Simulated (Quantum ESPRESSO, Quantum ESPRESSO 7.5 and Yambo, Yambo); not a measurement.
# Beyond one shot: AgBr (Fm-3m)

How far does self-consistency move the gap of AgBr (Fm-3m)?

Main program and level: Quantum ESPRESSO 7.5 and Yambo 5.3.0; PBE and many-body steps on it, plane waves.

The database entry behind the starting cell differs from later determinations by our own check (about 0.6 % short of the room-temperature cell), so it need not match the best structure at ambient conditions.

## 1. Set-up

The structure is cubic, space group Fm-3m (No. 225). The conventional cell has a = 5.740 Å, b = 5.740 Å, c = 5.740 Å, α = 90.00°, β = 90.00°, γ = 90.00°. Nearest to Ag lie 6 Br at 2.87 Å. Nearest to Br lie 6 Ag at 2.87 Å. Farther neighbours and most contacts between anions are not listed.

The cell and positions come from the Crystallography Open Database and are kept as given unless a step says otherwise.

## 2. Empty states on the mesh, 4×4×4 mesh, 125 bands

This step: Quantum ESPRESSO 7.5; DFT, PBE, plane waves, norm-conserving pseudopotentials.

The sums over transitions need many empty states on a uniform mesh; this step solves for them.

pw.in reads:

```
&control
  calculation = 'nscf'
  prefix = 'x'
  outdir = 'o'
  pseudo_dir = 'pseudo'
/
&system
  ibrav = 0
  nat = 2
  ntyp = 2
  ecutwfc = 76.0
  nbnd = 125
  force_symmorphic = .true.
/
&electrons
  conv_thr = 1e-9
  electron_maxstep = 80
  diago_full_acc = .true.
  diago_thr_init = 5e-6
/
ATOMIC_SPECIES
  Ag 107.87 Ag.upf
  Br 79.904 Br.upf
CELL_PARAMETERS angstrom
  -0.0000000000 2.8701500000 2.8701500000
  2.8701500000 0.0000000000 2.8701500000
  2.8701500000 2.8701500000 0.0000000000
ATOMIC_POSITIONS crystal
  Ag 0.0000000000 0.0000000000 0.0000000000
  Br 0.5000000000 0.5000000000 0.5000000000
K_POINTS automatic
  4 4 4 0 0 0
```

Command:

```console
> OMP_NUM_THREADS=1 mpirun -n 4 pw.x -nk 4 -in pw.in > pw.out
```

The log of the run:

```text
Program PWSCF v.7.5 starts

     This program is part of the open-source Quantum ESPRESSO suite
     for quantum simulation of materials; please cite
         "P. Giannozzi et al., J. Phys.:Condens. Matter 21 395502 (2009);
         "P. Giannozzi et al., J. Phys.:Condens. Matter 29 465901 (2017);
         "P. Giannozzi et al., J. Chem. Phys. 152 154105 (2020);
     in publications or presentations arising from this work. More details at

     Atomic positions and unit cell read from directory:
     o/x.save/

     Message from routine setup:
[...]
66.8888  67.6590  68.1242  68.7897  69.2319  69.2319  71.0270  71.0270
     [... 4 further rows ...]
    96.4317  96.6815  96.7006  96.7006  98.1345  98.1345  98.6422  98.6422
    99.4867  99.4867 100.0994 100.3273 100.8776

          k = 0.3536 0.0000 0.0000 (  3591 PWs)   bands (ev):

     [... further k-points ...]

     highest occupied, lowest unoccupied level (ev):     9.7176   10.3900

     XML data file, pseudopotentials, collected wavefunctions

=------------------------------------------------------------------------------=
   JOB DONE.
=------------------------------------------------------------------------------=
```

Run time: 6.8 s. Hardware: 4 MPI ranks of Arm Neoverse V2, shared host; peak memory 0.35 GiB; 27 s of CPU time.

This step gave:

```yaml
gap: 0.6724 eV
k_of_the_valence_top: 0, 0, -0.5
k_of_the_conduction_bottom: 0, 0, 0
least_direct_gap: 2.604 eV
k_points_computed: 8
lowest_point_of_the_top_converged_band_above_the_valence_top: 90.1828 eV
```

On this mesh the gap is 0.672 eV.

The density comes from a self-consistent run that is not shown.

## 3. Conversion and set-up

This step: Yambo 5.3.0; conversion and set-up on PBE, plane waves, norm-conserving pseudopotentials.

The states are converted to the many-body program's format and the q mesh is built.

Command:

```console
> (cd o/x.save; p2y > p2y.log; mv SAVE ../..); yambo > setup.log
```

The log of the run:

```text
 Yambo, version 5.3.0

 [02] CORE Variables Setup
 =========================

  [02.01] Unit cells
  ==================

  Cell kind             :  FCC
  Atoms in the cell     :  Ag  Br
  number of Ag atoms    :  1
  number of Br atoms    :  1

  List of atomic masses
  Mass of Ag    :  107.8700
  Mass of Br    :  79.90400

  List of atomic coordinates    : [cc]
  Ag1       :  0.000000  0.000000  0.000000  order 1
  Br1       :  5.423797  5.423797  5.423797  order 2

  Alat factors          :  5.423797  5.423797  5.423797 [a.u.]
  Direct lattice volume :  319.1100 [a.u.]
[...]
==========================================

 IBZ Q-points                                      :   8
 BZ  Q-points                                      :   64

 K/Q-points units:
 rlu = crystal or reduced units; cc = cartesian coordinates; iku = interal k-units

 Q [1]          [rlu]:  0.000000  0.000000  0.000000
 Q [2]          [rlu]:  0.11377E-17  0.11377E-17  0.25000
 Q [3]          [rlu]: -0.22755E-17 -0.22755E-17 -0.50000
[...]
Q [7]          [rlu]:  0.22019E-17 -0.50000     -0.50000
 Q [8]          [rlu]:  0.250000 -0.500000 -0.250000

  [03.01] X indexes
  =================

   [03.01.01] Sigma indexes
   ========================

 [06] Game Over & Game summary
```

Wall time 2.2 s (1 MPI rank); peak memory 0.25 GiB.

## 4. G0W0

Now the one-shot GW correction: screening in the RPA, then the self-energy of the levels asked for.

This step: G0W0 on PBE, plane waves, norm-conserving pseudopotentials.

gw1.in reads:

```
HF_and_locXC
gw0
dyson
ppa
em1d
rim_cut
RandQpts= 1000000
RandGvec= 1 RL
EXXRLvcs= 76 Ry
VXCRLvcs= 304 Ry
Chimod= "HARTREE"
% BndsRnXp
 1 | 125 |
%
NGsBlkXp= 14.5 Ry
% LongDrXp
 1 | 1 | 1 |
%
% GbndRnge
 1 | 125 |
%
DysSolver= "n"
ExtendOut
PPAPntXp= 27.21138 eV
% QPkrange
 1 | 8 | 11 | 22 |
%
```

Command:

```console
> OMP_NUM_THREADS=1 mpirun -n 4 yambo -F gw1.in -J gw1 -C gw1 > gw1.log
```

The log of the run:

```text
 Yambo, version 5.3.0

 [02] CORE Variables Setup
 =========================

  [... cell, symmetries and grids as in the set-up ...]

  [02.05] Energies & Occupations
  ==============================

  [X] === General ===
  [X] Electronic Temperature                        :  0.000000  0.000000 [eV K]
  [X] Bosonic    Temperature                        :  0.000000  0.000000 [eV K]
  [X] Finite Temperature mode                       : no
  [X] El. density                                   :  0.76131E+24 [cm-3]
  [X] Fermi Level                                   :  9.717580 [eV]

  [X] === Gaps and Widths ===
  [X] Conduction Band Min                           :  0.672400 [eV]
  [X] Valence Band Max                              :  0.000000 [eV]
  [X] Filled Bands                                  :  18
  [X] Empty Bands                                   :   19  125
  [X] Direct Gap                                    :  2.604421 [eV]
  [X] Direct Gap localized at k                     :  1
  [X] Indirect Gap                                  :  0.672400 [eV]
  [X] Indirect Gap between kpts                     :  3  1
  [X] Last valence band width                       :  2.284116 [eV]
  [X] 1st conduction band width                     :  4.310293 [eV]

 [03] Transferred momenta grid and indexing
 ==========================================

 IBZ Q-points                                      :   8
 BZ  Q-points                                      :   64

 K/Q-points units:
 rlu = crystal or reduced units; cc = cartesian coordinates; iku = interal k-units

 Q [1]          [rlu]:  0.000000  0.000000  0.000000
 Q [2]          [rlu]:  0.11377E-17  0.11377E-17  0.25000
 Q [3]          [rlu]: -0.22755E-17 -0.22755E-17 -0.50000
 Q [4]          [rlu]: -0.11010E-17  0.25000      0.25000
 Q [5]          [rlu]:  0.15016E-16  0.25000      0.50000
 Q [6]          [rlu]: -0.22755E-17  0.25000     -0.25000
 Q [7]          [rlu]:  0.22019E-17 -0.50000     -0.50000
 Q [8]          [rlu]:  0.250000 -0.500000 -0.250000

 [04] Coloumb potential Random Integration (RIM)
 ===============================================

  [04.01] RIM initialization
  ==========================

  * Diagonal components only detected *

  8 x (sBL volume)        :  0.097165 [a.u.]
  sBZ random points       :  1000000
  Points outside the sBZ  :   7968281
  RL volume               :  0.777319 [a.u.]
  Integrated volume       :  0.780413 [a.u.]

  [04.02] RIM integrals
  =====================

  Gamma point sphere radius             :  0.083391 [a.u.]
  Points outside the sphere             :   800476
  [Int_sBZ(q=0) 1/q^2]*(Vol_sBZ)^(-1/3) =:  7.776341
                                 should be <:  7.795600

  Summary of Coulomb integrals for non-metallic bands |Q|[au] RIM/Bare

  Q [1] 0.100000E-4 0.997530 * Q [2] 0.250811 1.068455
  Q [4] 0.289612 1.066792 * Q [6] 0.409573 1.029758
  Q [5] 0.480267 1.022667 * Q [3] 0.501623 1.020719
  Q [7] 0.579224 1.017590 * Q [8] 0.647592 1.014588

 [05] Dipoles
 ============

  [05.01] Setup: observables and procedures
  =========================================

 [06] Dynamic Dielectric Matrix (PPA)
 ====================================

 [WR./gw1//ndb.pp]---------------------------------------------------------------
  Brillouin Zone Q/K grids (IBZ/BZ)                :    8   64    8   64
  RL vectors                                       :   4477 [WF]
  Coulomb cutoff potential                         : none
  Electronic Temperature                           :  0.000000 [K]
  Bosonic    Temperature                           :  0.000000 [K]
  PPA    diel. fun.  energies                      : Perdew, Burke & Ernzerhof(X)+Perdew, Burke & Ernzerhof(C)
  wavefunctions                                    : Perdew, Burke & Ernzerhof(X)+Perdew, Burke & Ernzerhof(C)
  Global Gauge                                     : length
  X matrix size                                    :  307
  X band range                                     :    1  125
  X e/h energy range                               : -1.000000 -1.000000 [eV]
  X Time ordering                                  : R
  X Hxc Kernel                                     : HARTREE
  X Drude frequency                                :  0.000000  0.000000
  X poles                                          :  100.0000 [o/o]
  RL vectors in the sum                            :   4477
  [r,Vnl] included                                 : yes
  Field direction                                  :  0.577350E-5  0.577350E-5  0.577350E-5
  BZ energy Double Grid                            : no
  BZ energy DbGd points                            : 0
  BZ Q point size factor                           : -1.000000
  X Optical Averaged directions                    : none

 [07] Local Exchange-Correlation + Non-Local Fock
 ================================================

 [VXC] Plane waves :  28571
 [EXS] Plane waves :   3647

 QP @ state[ 1 ] K range:   1   8
 QP @ state[ 1 ] b range:  11  22

 [xc] Functional : Perdew, Burke & Ernzerhof(X)+Perdew, Burke & Ernzerhof(C)
 [xc] LIBXC used to calculate xc functional
  PP Number of Atomic Species                      :  2
  NLCC RL compoments                               :  28571
  PP Number of Atomic Species                      :  2
  NLCC RL compoments                               :  28571

 [xc] E_xc :  -26.50683 [Ha]
      E_xc :  -53.01365 [Ry]

  Local XC kind (lXC) : Perdew, Burke & Ernzerhof(X)+Perdew, Burke & Ernzerhof(C)
  Non-Local XC kind (nlXC) : Hartree-Fock

  Corrections @ K [1] :  [eV]
 <11|nlXC|11> = -29.88176  0.16528E-16 <11|lXC|11> = -23.18781  0.37763E-15
 <12|nlXC|12> = -29.88166 -0.47789E-17 <12|lXC|12> = -23.18781  0.94408E-15
 <13|nlXC|13> = -29.88162 -0.13444E-16 <13|lXC|13> = -23.18781  0.000000
 <14|nlXC|14> = -30.37154 -0.12350E-16 <14|lXC|14> = -23.53652  0.94408E-16
 <15|nlXC|15> = -30.37144  0.10898E-16 <15|lXC|15> = -23.53652  0.94408E-16
 <16|nlXC|16> = -19.87258  0.16803E-17 <16|lXC|16> = -14.93821 -0.18882E-15
[...]
Corrections @ K [2] :  [eV]
[...]
Corrections @ K [3] :  [eV]
[...]
Corrections @ K [4] :  [eV]
[...]
Corrections @ K [5] :  [eV]
[...]
[... 2 further k-points ...]
  Corrections @ K [8] :  [eV]
[...]
<20|nlXC|20> = -5.574176 -0.11191E-17 <20|lXC|20> = -10.65783 -0.64906E-16
 <21|nlXC|21> = -6.909495  0.89260E-18 <21|lXC|21> = -11.20191 -0.59005E-17
 <22|nlXC|22> = -6.909676 -0.39145E-18 <22|lXC|22> = -11.20191 -0.23602E-16

  [07.01] Hartree-Fock occupations report
  =======================================

  [Hartree-Fock] === General ===
  [Hartree-Fock] Electronic Temperature             :  0.000000  0.000000 [eV K]
  [Hartree-Fock] Bosonic    Temperature             :  0.000000  0.000000 [eV K]
  [Hartree-Fock] Finite Temperature mode            : no
  [Hartree-Fock] El. density                        :  0.76131E+24 [cm-3]
  [Hartree-Fock] Fermi Level                        :  9.717580 [eV]

  [Hartree-Fock] === Gaps and Widths ===
  [Hartree-Fock] Conduction Band Min                :  4.407455 [eV]
  [Hartree-Fock] Valence Band Max                   : -5.181535 [eV]
  [Hartree-Fock] Filled Bands                       :  18
  [Hartree-Fock] Empty Bands                        :   19  125
  [Hartree-Fock] Direct Gap                         :  11.27388 [eV]
  [Hartree-Fock] Direct Gap localized at k          :  1
  [Hartree-Fock] Indirect Gap                       :  9.588990 [eV]
  [Hartree-Fock] Indirect Gap between kpts          :  3  1
  [Hartree-Fock] Last valence band width            :  3.913272 [eV]
  [Hartree-Fock] 1st conduction band width          :  4.579437 [eV]

 [08] Dyson equation: Newton solver
 ==================================

  [08.01] G0W0 (W PPA)
  ====================

  [  GW  ] Bands range     :    1  125
  [GW/PPA] G damping       :  0.100000 [eV]

  QP @ state[ 1 ] K range:   1   8
  QP @ state[ 1 ] b range:  11  22

   Sc/G bands                                       :    1  125
   Sc/G damping                                     :  0.100000 ev
   Sc bands terminator                              : no
   Sx RL components                                 :   3647

   QP @ state[ 1 ] K range                          :   1   8
   QP @ state[ 1 ] b range                          :  11  22
   GF energies kind                                 : Perdew, Burke & Ernzerhof(X)+Perdew, Burke & Ernzerhof(C)
   GF WF`s kind                                     : Perdew, Burke & Ernzerhof(X)+Perdew, Burke & Ernzerhof(C)
   Xs energies kind                                 : Perdew, Burke & Ernzerhof(X)+Perdew, Burke & Ernzerhof(C)
   Xs WF`s kind                                     : Perdew, Burke & Ernzerhof(X)+Perdew, Burke & Ernzerhof(C)

 [11] Game Over & Game summary
```

Run time: 11 min. Hardware: 4 MPI ranks; peak memory 1.9 GiB; 42 min of CPU time.

This step gave:

```yaml
g0w0_gap_on_the_mesh: 2.026 eV
starting_gap_on_the_mesh: 0.6724 eV
k_of_the_valence_top: 0, 0, -0.5
k_of_the_conduction_bottom: 0, 0, 0
least_direct_g0w0_gap_on_the_computed_points: 4.493 eV
z_at_the_valence_top: 0.8027
z_at_the_conduction_bottom: 0.8284
```

The gap on the mesh goes from 0.67 eV to 2.03 eV, a correction of +1.35 eV.

## 5. evGW0, cycle 1

This step: evGW0 on PBE, plane waves, norm-conserving pseudopotentials.

gw2.in, as its differences from gw1.in of step 4:

```diff
@@ -27 +27,2 @@
 %
+GfnQPdb= "E < ./gw1/ndb.QP"
```

Command:

```console
> OMP_NUM_THREADS=1 mpirun -n 4 yambo -F gw2.in -J gw2,gw1_W -C gw2 > gw2.log
```

The log of the run:

```text
 Yambo, version 5.3.0

 [02] CORE Variables Setup
 =========================

  [... cell, symmetries and grids as in the set-up ...]

  [02.05] Energies & Occupations
  ==============================

  [X] === General ===
  [X] Electronic Temperature                        :  0.000000  0.000000 [eV K]
  [X] Bosonic    Temperature                        :  0.000000  0.000000 [eV K]
  [X] Finite Temperature mode                       : no
  [X] El. density                                   :  0.76131E+24 [cm-3]
  [X] Fermi Level                                   :  9.717580 [eV]

  [X] === Gaps and Widths ===
  [X] Conduction Band Min                           :  0.672400 [eV]
  [X] Valence Band Max                              :  0.000000 [eV]
  [X] Filled Bands                                  :  18
  [X] Empty Bands                                   :   19  125
  [X] Direct Gap                                    :  2.604421 [eV]
  [X] Direct Gap localized at k                     :  1
  [X] Indirect Gap                                  :  0.672400 [eV]
  [X] Indirect Gap between kpts                     :  3  1
  [X] Last valence band width                       :  2.284116 [eV]
  [X] 1st conduction band width                     :  4.310293 [eV]

 [03] Transferred momenta grid and indexing
 ==========================================

 IBZ Q-points                                      :   8
 BZ  Q-points                                      :   64

 K/Q-points units:
 rlu = crystal or reduced units; cc = cartesian coordinates; iku = interal k-units

 Q [1]          [rlu]:  0.000000  0.000000  0.000000
 Q [2]          [rlu]:  0.11377E-17  0.11377E-17  0.25000
 Q [3]          [rlu]: -0.22755E-17 -0.22755E-17 -0.50000
[...]
[G+QP] Indirect Gap                               :  2.025598 [eV]
  [G+QP] Indirect Gap between kpts                  :  3  1
  [G+QP] Last valence band width                    :  2.467955 [eV]
  [G+QP] 1st conduction band width                  :  4.241177 [eV]

  [coarse-grid] Minimum Bare Gap        [ev]:  0.672400
  [coarse-grid] Minimum Gap Correction  [ev]:  1.353198

  Eqp @ K [1]
  -97.35653 -65.45033 -65.45033 -65.44983 -65.44983 -65.44983 -57.86011 -57.86011
  -57.86011 -16.08580  -2.52473  -2.52461  -2.52454  -2.49864  -2.49850  -2.46792
   -2.46785  -2.46795   2.02560  11.85978  11.85967  11.85978  12.87784  13.52719
[...]
Eqp @ K [2]
[...]
Eqp @ K [3]
[...]
Eqp @ K [4]
[...]
Eqp @ K [5]
[...]
[... 2 further k-points ...]
  Eqp @ K [8]
[...]
16.73930  17.74124  21.02255  21.02255  21.08227  21.95491  24.06783  24.06783
   24.50952  25.30321  28.33735  30.00208  30.00208  30.02944  31.24772  31.24772

 [07] Dipoles
 ============

  [07.01] Setup: observables and procedures
  =========================================

 [08] Dynamic Dielectric Matrix (PPA)
 ====================================

   Sc/G bands                                       :    1  125
   Sc/G damping                                     :  0.100000 ev
   Sc bands terminator                              : no
   Sx RL components                                 :   3647

   QP @ state[ 1 ] K range                          :   1   8
   QP @ state[ 1 ] b range                          :  11  22
   GF energies kind                                 : Perdew, Burke & Ernzerhof(X)+Perdew, Burke & Ernzerhof(C)+ E < ./gw1/ndb.QP + @E Fit
   GF WF`s kind                                     : Perdew, Burke & Ernzerhof(X)+Perdew, Burke & Ernzerhof(C)
   Xs energies kind                                 : Perdew, Burke & Ernzerhof(X)+Perdew, Burke & Ernzerhof(C)
   Xs WF`s kind                                     : Perdew, Burke & Ernzerhof(X)+Perdew, Burke & Ernzerhof(C)

 [13] Game Over & Game summary
```

Wall time 9.4 min (4 MPI ranks); peak memory 1.8 GiB; 38 min of CPU time.

Numbers from this step:

| Quantity | Value |
| --- | --- |
| quasiparticle gap on the mesh | 2.174 eV |
| gap of the density functional on the mesh | 0.6724 eV |
| k of the valence top | 0, 0, -0.5 |
| k of the conduction bottom | 0, 0, 0 |
| least direct quasiparticle gap on the computed points | 4.665 eV |
| Z at the valence top | 0.8050 |
| Z at the conduction bottom | 0.8403 |

Against G0W0 in Yambo (4×4×4 mesh, 125 bands, screening to 197.3 eV, Godby-Needs plasmon pole), the gap moves by +0.148 eV.

The program's own table gives 2.390 eV, which is too large where the input levels are shifted: this version takes Σc at the unshifted level E₀, yet steps from the shifted one. The value above is the Newton step from E₀, E₀ + Z(Σc + Σx − Vxc), rebuilt from the printed columns.

## 6. evGW0, cycle 2

The corrected levels of the last cycle go back in.

gw3.in, as its differences from gw2.in of step 5:

```diff
@@ -27,2 +27,2 @@
 %
-GfnQPdb= "E < ./gw1/ndb.QP"
+GfnQPdb= "E < ./gw2_fix/ndb.QP"
```

Command:

```console
> OMP_NUM_THREADS=1 mpirun -n 4 yambo -F gw3.in -J gw3,gw1_W -C gw3 > gw3.log
```

The log of the run:

```text
 Yambo, version 5.3.0

 [02] CORE Variables Setup
 =========================

  [... cell, symmetries and grids as in the set-up ...]

  [02.05] Energies & Occupations
  ==============================

  [X] === General ===
  [X] Electronic Temperature                        :  0.000000  0.000000 [eV K]
  [X] Bosonic    Temperature                        :  0.000000  0.000000 [eV K]
  [X] Finite Temperature mode                       : no
  [X] El. density                                   :  0.76131E+24 [cm-3]
[...]
Sx RL components                                 :   3647

   QP @ state[ 1 ] K range                          :   1   8
   QP @ state[ 1 ] b range                          :  11  22
   GF energies kind                                 : Perdew, Burke & Ernzerhof(X)+Perdew, Burke & Ernzerhof(C)+ E < ./gw1/ndb.QP + @E Fit+ E < ./gw2_fix/
   GF WF`s kind                                     : Perdew, Burke & Ernzerhof(X)+Perdew, Burke & Ernzerhof(C)
   Xs energies kind                                 : Perdew, Burke & Ernzerhof(X)+Perdew, Burke & Ernzerhof(C)
   Xs WF`s kind                                     : Perdew, Burke & Ernzerhof(X)+Perdew, Burke & Ernzerhof(C)

 [13] Game Over & Game summary
```

Wall time 9.5 min (4 MPI ranks); peak memory 1.8 GiB; 38 min of CPU time.

This step gave:

| Property | Result |
| --- | --- |
| quasiparticle gap on the mesh | 2.192 eV |
| gap of the density functional on the mesh | 0.6724 eV |
| k of the valence top | 0, 0, -0.5 |
| k of the conduction bottom | 0, 0, 0 |
| least direct quasiparticle gap on the computed points | 4.687 eV |

Against the cycle before, the gap moves by +0.018 eV.

The program's own table gives 2.430 eV, which is too large where the input levels are shifted: this version takes Σc at the unshifted level E₀, yet steps from the shifted one. The value above is the Newton step from E₀, E₀ + Z(Σc + Σx − Vxc), rebuilt from the printed columns.

[end of part 1 of 2]

[Paths, hosts, dates, memory and timing lines, banners, echoed tables and standing remarks are left out of the program output.]

[Logs are printed without paths, hosts, clocks, repeated set-up lines and the standing remarks that a program may print on its own settings, such as how far it seeks lower states.]

[Runs of the session that timed out or met a known fault of the program may be left out.]

[Hosts, paths, dates, database ids (printed as entryN), source tags and the programs' standing remarks are cut or masked in the printed files.]
